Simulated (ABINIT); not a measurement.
# TaN (Fm-3m) in ABINIT: further runs, part 2 of 2

ABINIT 10.8.3 (patched build).

**3. Relaxation of cell and atoms, PBE, target pressure 5 GPa, at which the enthalpy is minimised**

File run.abi:

```
# Pseudopotentials
pp_dirpath "./"
pseudos "Ta.GGA_PBE-JTH.xml, N.GGA_PBE-JTH.xml"

# Structure
acell 3.081573205 3.081573205 3.081573205 Angstrom
rprim
     0.0000000000     0.7071067812     0.7071067812
     0.7071067812     0.0000000000     0.7071067812
     0.7071067812     0.7071067812     0.0000000000
ntypat 2
znucl 73 7
natom 2
typat 1 2
xred
     0.5000000000     0.5000000000     0.5000000000
     0.0000000000     0.0000000000     0.0000000000
chkprim 0
chksymtnons 0
tolsym 1.0e-6

# Plane-wave basis
ecut 707.496042 eV
pawecutdg 48.0
pawxcdev 0

# k points
kptopt 1
ngkpt 10 10 10
nshiftk 1
shiftk 0.0 0.0 0.0

# Exchange and correlation
ixc 11

# Bands and occupations
nband 13
occopt 3
tsmear 0.05 eV

# SCF cycle
nstep 100
tolvrs 1.0e-9

# Output
iomode 3
prtwf 0
prtden 0
prteig 0
prtebands 0

# Relaxation
ionmov 22
ntime 60
tolmxf 0.0005
optcell 2
dilatmx 1.08
ecutsm 0.5
strtarget 3*-1.699465e-04 3*0.0
```

Potentials or basis: JTH PAW PBE v2.0.

On the command line:

```bash
abinit run.abi > log 2>&1
```

run.abo:

```text
.Version 10.8.3 of ABINIT
 Symmetries : space group Fm -3 m (#225); Bravais cF (face-center cubic)
================================================================================
 Values of the parameters that define the memory need of the present run
     intxc =       0    ionmov =      22      iscf =      17    lmnmax =      18
     lnmax =       6     mgfft =      30  mpssoang =       3    mqgrid =    3001
     natom =       2  nloc_mem =       2    nspden =       1   nspinor =       1
    nsppol =       1      nsym =      48    n1xccc =       1    ntypat =       2
    occopt =       3   xclevel =       2
       mpw =        1127          nfft =       27000          nkpt =          47
 PAW method is used; the additional fine FFT grid is defined by:
   mgfftf=        40    nfftf =     64000
================================================================================
================================================================================

--------------------------------------------------------------------------------
------------- Echo of variables that govern the present computation ------------
--------------------------------------------------------------------------------
 -outvars: echo values of preprocessed input variables --------
            acell      5.8233293944E+00  5.8233293944E+00  5.8233293944E+00 Bohr
              amu      1.80947900E+02  1.40067400E+01
          chkprim           0
      chksymtnons           0
          dilatmx      1.08000000E+00
             ecut      2.60000000E+01 Hartree
           ecutsm      5.00000000E-01 Hartree
           ionmov          22
              ixc          11
         kptrlatt       10    0    0      0   10    0      0    0   10
          kptrlen      5.82332939E+01
            natom           2
            nband          13
            ngfft          30      30      30
          ngfftdg          40      40      40
             nkpt          47
            nstep         100
             nsym          48
            ntime          60
           ntypat           2
           occopt           3
          optcell           2
        pawecutdg      4.80000000E+01 Hartree
         pawxcdev           0
           prtden           0
        prtebands           0
           prteig           0
            prtwf           0
            rprim      0.0000000000E+00  7.0710678120E-01  7.0710678120E-01
                       7.0710678120E-01  0.0000000000E+00  7.0710678120E-01
                       7.0710678120E-01  7.0710678120E-01  0.0000000000E+00
          spgroup         225
        strtarget     -1.69946500E-04 -1.69946500E-04 -1.69946500E-04
                       0.00000000E+00  0.00000000E+00  0.00000000E+00
           tolmxf      5.00000000E-04
           tolsym      1.00000000E-06
           tolvrs      1.00000000E-09
           tsmear      1.83746611E-03 Hartree
            typat      1  2
           useylm           1
           xangst      2.1790013100E+00  2.1790013100E+00  2.1790013100E+00
                       0.0000000000E+00  0.0000000000E+00  0.0000000000E+00
            xcart      4.1177157039E+00  4.1177157039E+00  4.1177157039E+00
                       0.0000000000E+00  0.0000000000E+00  0.0000000000E+00
             xred      5.0000000000E-01  5.0000000000E-01  5.0000000000E-01
                       0.0000000000E+00  0.0000000000E+00  0.0000000000E+00
            znucl       73.00000    7.00000

================================================================================

 chkinp: Checking input parameters for consistency.

================================================================================
== DATASET  1 ==================================================================

[... 345 lines left out ...]
 Angles (23,13,12)= [degrees]
  6.00000000000000E+01  6.00000000000000E+01  6.00000000000000E+01
 Lengths [Bohr]
  5.87306676443364E+00  5.87306676443364E+00  5.87306676443364E+00
 Stress tensor in cartesian coordinates (strten) [Ha/bohr^3]
 -1.68590172518190E-04  0.00000000000000E+00  0.00000000000000E+00
  0.00000000000000E+00 -1.68590172518204E-04  0.00000000000000E+00
  0.00000000000000E+00  0.00000000000000E+00 -1.68590172518232E-04
 Total energy (etotal) [Ha]= -6.90632301512871E+01

 Difference of energy with previous step (new-old):
           Absolute (Ha)= 7.03425E-05
           Relative     = 1.01852E-06

 At Broyd/MD step   3, gradients are converged :
  max grad (force/stress) = 1.3563E-04 < tolmxf= 5.0000E-04 ha/bohr (free atoms)

================================================================================

 ----iterations are completed or convergence reached----

 Mean square residual over all n,k,spin=   25.600E-09; max=  13.181E-06
 reduced coordinates (array xred) for    2 atoms
       0.500000000000      0.500000000000      0.500000000000
       0.000000000000      0.000000000000      0.000000000000
 rms dE/dt=  0.0000E+00; max dE/dt=  0.0000E+00; dE/dt below (all hartree)
    1       0.000000000000      0.000000000000      0.000000000000
    2       0.000000000000      0.000000000000      0.000000000000

 cartesian coordinates (angstrom) at end:
    1      2.19761227754493     2.19761227754493     2.19761227754493
    2      0.00000000000000     0.00000000000000     0.00000000000000

 cartesian forces (hartree/bohr) at end:
    1     -0.00000000000000    -0.00000000000000    -0.00000000000000
    2     -0.00000000000000    -0.00000000000000    -0.00000000000000
 frms,max,avg= 0.0000000E+00 0.0000000E+00   0.000E+00  0.000E+00  0.000E+00 h/b

 cartesian forces (eV/Angstrom) at end:
    1     -0.00000000000000    -0.00000000000000    -0.00000000000000
    2     -0.00000000000000    -0.00000000000000    -0.00000000000000
 frms,max,avg= 0.0000000E+00 0.0000000E+00   0.000E+00  0.000E+00  0.000E+00 e/A
 length scales=  5.873066764434  5.873066764434  5.873066764434 bohr
              =  3.107893087742  3.107893087742  3.107893087742 angstroms
 Fermi (or HOMO) energy (hartree) =   0.23133   Average Vxc (hartree)=  -0.49281
 Eigenvalues (hartree) for nkpt=  47  k points:
 kpt#   1, nband= 13, wtk=  0.00100, kpt=  0.0000  0.0000  0.0000 (reduced coord)
  -2.32654   -1.08472   -1.08472   -1.08472   -0.46262    0.08969    0.08969    0.08969
   0.15269    0.15269    0.15269    0.23275    0.23275
      occupation numbers for kpt#   1
   2.00000    2.00000    2.00000    2.00000    2.00000    2.00000    2.00000    2.00000
   2.00000    2.00000    2.00000    0.63030    0.63030
 prteigrs : prtvol=0 or 1, do not print more k-points.

--- !EnergyTerms
iteration_state     : {dtset: 1, itime: 3, icycle: 1, }
comment             : Components of total free energy in Hartree
kinetic             :  1.20783167379173E+01
hartree             :  8.00228047579230E+00
xc                  : -1.09348081424778E+01
Ewald energy        : -6.20730187633507E+01
psp_core            :  1.00530036617730E+01
local_psp           : -1.11120221205502E+01
PAW spherical_terms : -1.50767729707397E+01
internal            : -6.90630211216358E+01
'-kT*entropy'       : -2.10679938315835E-04
total_energy        : -6.90632318015741E+01
total_energy_eV     : -1.87930627594835E+03
...

--- !EnergyTermsDC
iteration_state     : {dtset: 1, itime: 3, icycle: 1, }
comment             : '"Double-counting" decomposition of free energy'
band_energy         : -1.18611416755168E+01
Ewald energy        : -6.20730187633507E+01
psp_core            :  1.00530036617730E+01
xc_dc               : -1.16389339182051E+01
PAW spherical_terms :  6.45707122395083E+00
internal            : -6.90630194713488E+01
'-kT*entropy'       : -2.10679938315835E-04
total_energy_dc     : -6.90632301512871E+01
total_energy_dc_eV  : -1.87930623104175E+03
...

--- !EnergyTermsWithPAWCore
iteration_state     : {dtset: 1, itime: 3, icycle: 1, }
comment             : 'Components of total free energy, including PAW core contributions'
Total energy        : -1.56597397481077E+04
Total energy DC     : -1.56597397464574E+04
Total energy (eV)   : -4.26123226797300E+05
Total energy DC (eV): -4.26123226752393E+05
...

 Cartesian components of stress tensor (hartree/bohr^3)
  sigma(1 1)= -1.68590173E-04  sigma(3 2)=  0.00000000E+00
  sigma(2 2)= -1.68590173E-04  sigma(3 1)=  0.00000000E+00
  sigma(3 3)= -1.68590173E-04  sigma(2 1)=  0.00000000E+00

-Cartesian components of stress tensor (GPa)         [Pressure=  4.9601E+00 GPa]
- sigma(1 1)= -4.96009412E+00  sigma(3 2)=  0.00000000E+00
- sigma(2 2)= -4.96009412E+00  sigma(3 1)=  0.00000000E+00
- sigma(3 3)= -4.96009412E+00  sigma(2 1)=  0.00000000E+00

== END DATASET(S) ==============================================================
================================================================================

 -outvars: echo values of variables after computation  --------
            acell      5.8730667644E+00  5.8730667644E+00  5.8730667644E+00 Bohr
           etotal     -6.9063230151E+01
            fcart     -0.0000000000E+00 -0.0000000000E+00 -0.0000000000E+00
                      -0.0000000000E+00 -0.0000000000E+00 -0.0000000000E+00
            rprim      0.0000000000E+00  7.0710678119E-01  7.0710678119E-01
                       7.0710678119E-01  0.0000000000E+00  7.0710678119E-01
                       7.0710678119E-01  7.0710678119E-01  0.0000000000E+00
           strten     -1.6859017252E-04 -1.6859017252E-04 -1.6859017252E-04
                       0.0000000000E+00  0.0000000000E+00  0.0000000000E+00
           xangst      2.1976122775E+00  2.1976122775E+00  2.1976122775E+00
                       0.0000000000E+00  0.0000000000E+00  0.0000000000E+00
             xred      5.0000000000E-01  5.0000000000E-01  5.0000000000E-01
                       0.0000000000E+00  0.0000000000E+00  0.0000000000E+00
 Calculation completed.
```

Wall time 1.7 min (1 thread of Intel Xeon Platinum 8259CL at 2.50GHz (Skylake/Cascade Lake), shared host); peak memory 0.13 GiB.

Results:

| Property | Result |
| --- | --- |
| Free energy | -1879.3062 eV |
| Relaxed volume | 10.61 Å³/atom |
| Relaxed cell | a = 3.108 Å, b = 3.108 Å, c = 3.108 Å, α = 60.00°, β = 60.00°, γ = 60.00° |
| Space group after relaxing (to 0.05 Å) | Fm-3m (No. 225) |
| Energy change on relaxing (the enthalpy is what falls) | -16.0 meV/atom |
| Ionic steps | 3 |
| Pressure after relaxing | 5.0 GPa |
| Band gap on the k mesh | none (metal or under the smearing width) |
| Valence electrons inside the program's atomic spheres | Ta 10.74; N 2.61 |

The path:
| step | energy change (eV) | largest force (eV/Å) | pressure (GPa) | volume (Å³) |
| --- | --- | --- | --- | --- |
| 1 | 0.0000 | 0.0000 | 14.47 | 20.69 |
| 2 | -0.0339 | 0.0000 | 3.79 | 21.30 |
| 3 | -0.0320 | 0.0000 | 4.96 | 21.23 |

Final structure:
```
Ta N
1.0
     0.00000    2.19761    2.19761
     2.19761    0.00000    2.19761
     2.19761    2.19761    0.00000
Ta N
1 1
Direct
  0.50000 0.50000 0.50000
  0.00000 0.00000 0.00000
```

Levels at points of the mesh, in eV from the Fermi level:
| k point | band 6 | band 7 | band 8 | band 9 | band 10 | band 11 | band 12 | band 13 |
| --- | --- | --- | --- | --- | --- | --- | --- | --- |
| (0.00, 0.00, 0.00) | -3.85 | -3.85 | -3.85 | -2.14 | -2.14 | -2.14 | 0.04 | 0.04 |
| (0.50, 0.00, 0.00) | -10.41 | -7.61 | -7.61 | 1.88 | 1.88 | 1.98 | 3.78 | 7.53 |
| (0.50, 0.50, 0.00) | -6.68 | -5.51 | -4.67 | -4.67 | 2.10 | 3.53 | 3.53 | 4.53 |

Caveat: the highest band is partly filled, so the run has too few bands. Zero-point motion and thermal expansion aren't in these numbers.

**4. Relaxation of cell and atoms, PBE, target pressure 10 GPa, at which the enthalpy is minimised**

Edit run.abi of step 3 so:

```diff
@@ -58,2 +58,2 @@
 ecutsm 0.5
-strtarget 3*-1.699465e-04 3*0.0
+strtarget 3*-3.398931e-04 3*0.0
```

Potentials or basis: JTH PAW PBE v2.0.

On the command line:

```bash
abinit run.abi > log 2>&1
```

run.abo:

```text
.Version 10.8.3 of ABINIT
 Symmetries : space group Fm -3 m (#225); Bravais cF (face-center cubic)
================================================================================
 Values of the parameters that define the memory need of the present run
     intxc =       0    ionmov =      22      iscf =      17    lmnmax =      18
     lnmax =       6     mgfft =      30  mpssoang =       3    mqgrid =    3001
     natom =       2  nloc_mem =       2    nspden =       1   nspinor =       1
    nsppol =       1      nsym =      48    n1xccc =       1    ntypat =       2
    occopt =       3   xclevel =       2
       mpw =        1127          nfft =       27000          nkpt =          47
 PAW method is used; the additional fine FFT grid is defined by:
   mgfftf=        40    nfftf =     64000
================================================================================
================================================================================

--------------------------------------------------------------------------------
------------- Echo of variables that govern the present computation ------------
--------------------------------------------------------------------------------
 -outvars: echo values of preprocessed input variables --------
            acell      5.8233293944E+00  5.8233293944E+00  5.8233293944E+00 Bohr
              amu      1.80947900E+02  1.40067400E+01
          chkprim           0
      chksymtnons           0
          dilatmx      1.08000000E+00
             ecut      2.60000000E+01 Hartree
           ecutsm      5.00000000E-01 Hartree
[... 470 lines left out ...]
PAW spherical_terms :  6.45690744255884E+00
internal            : -6.90625258649852E+01
'-kT*entropy'       : -2.06738443184595E-04
total_energy_dc     : -6.90627326034284E+01
total_energy_dc_eV  : -1.87929269207479E+03
...

--- !EnergyTermsWithPAWCore
iteration_state     : {dtset: 1, itime: 3, icycle: 1, }
comment             : 'Components of total free energy, including PAW core contributions'
Total energy        : -1.56597392496774E+04
Total energy DC     : -1.56597392489096E+04
Total energy (eV)   : -4.26123213234319E+05
Total energy DC (eV): -4.26123213213426E+05
...

 Cartesian components of stress tensor (hartree/bohr^3)
  sigma(1 1)= -3.39523980E-04  sigma(3 2)=  0.00000000E+00
  sigma(2 2)= -3.39523980E-04  sigma(3 1)=  0.00000000E+00
  sigma(3 3)= -3.39523980E-04  sigma(2 1)=  0.00000000E+00

-Cartesian components of stress tensor (GPa)         [Pressure=  9.9891E+00 GPa]
- sigma(1 1)= -9.98914036E+00  sigma(3 2)=  0.00000000E+00
- sigma(2 2)= -9.98914036E+00  sigma(3 1)=  0.00000000E+00
- sigma(3 3)= -9.98914036E+00  sigma(2 1)=  0.00000000E+00

== END DATASET(S) ==============================================================
================================================================================

 -outvars: echo values of variables after computation  --------
            acell      5.8460557978E+00  5.8460557978E+00  5.8460557978E+00 Bohr
           etotal     -6.9062732603E+01
            fcart     -0.0000000000E+00 -0.0000000000E+00 -0.0000000000E+00
                      -0.0000000000E+00 -0.0000000000E+00 -0.0000000000E+00
            rprim      0.0000000000E+00  7.0710678119E-01  7.0710678119E-01
                       7.0710678119E-01  0.0000000000E+00  7.0710678119E-01
                       7.0710678119E-01  7.0710678119E-01  0.0000000000E+00
           strten     -3.3952397973E-04 -3.3952397973E-04 -3.3952397973E-04
                       0.0000000000E+00  0.0000000000E+00  0.0000000000E+00
           xangst      2.1875051846E+00  2.1875051846E+00  2.1875051846E+00
                       0.0000000000E+00  0.0000000000E+00  0.0000000000E+00
             xred      5.0000000000E-01  5.0000000000E-01  5.0000000000E-01
                       0.0000000000E+00  0.0000000000E+00  0.0000000000E+00
 Calculation completed.
```

It took 1.7 min on 1 thread of Intel Xeon Platinum 8259CL at 2.50GHz (Skylake/Cascade Lake), shared host; peak memory 0.13 GiB.

Results:

```
Free energy                                            : -1879.2927 eV
Relaxed volume                                         : 10.47 Å³/atom
Relaxed cell                                           : a = 3.094 Å, b = 3.094 Å, c = 3.094 Å, α = 60.00°, β = 60.00°, γ = 60.00°
Space group after relaxing (to 0.05 Å)                 : Fm-3m (No. 225)
Energy change on relaxing (the enthalpy is what falls) : -9.2 meV/atom
Ionic steps                                            : 3
Pressure after relaxing                                : 10.0 GPa
Band gap on the k mesh                                 : none (metal or under the smearing width)
Valence electrons inside the program's atomic spheres  : Ta 10.78; N 2.59
```

Step by step:
| step | energy change (eV) | largest force (eV/Å) | pressure (GPa) | volume (Å³) |
| --- | --- | --- | --- | --- |
| 1 | 0.0000 | 0.0000 | 14.47 | 20.69 |
| 2 | -0.0209 | 0.0000 | 9.25 | 20.98 |
| 3 | -0.0185 | 0.0000 | 9.99 | 20.94 |

Final structure:
```xyz
2
Lattice="0.0000 2.1875 2.1875 2.1875 0.0000 2.1875 2.1875 2.1875 0.0000" Properties=species:S:1:pos:R:3 pbc="T T T"
Ta    2.1875    2.1875    2.1875
N     0.0000    0.0000    0.0000
```

Caveat: the highest band is partly filled, so the run has too few bands.

**5. The runs side by side**

```tsv
cell	gap on the mesh (eV)	pressure (GPa)
relaxed	none	-0.1
relaxed to 5 GPa	none	5.0
relaxed to 10 GPa	none	10.0
```

Alike in all rows: task relaxation of cell and atoms; level PBE; potentials or basis JTH PAW PBE v2.0; no spin polarisation; k mesh 10 × 10 × 10; cutoff (eV) 707; smearing fermi-dirac 0.05 eV.

Caveats: the highest band is partly filled, so the run has too few bands.

Absolute energies hang on the potentials; compare differences alone.
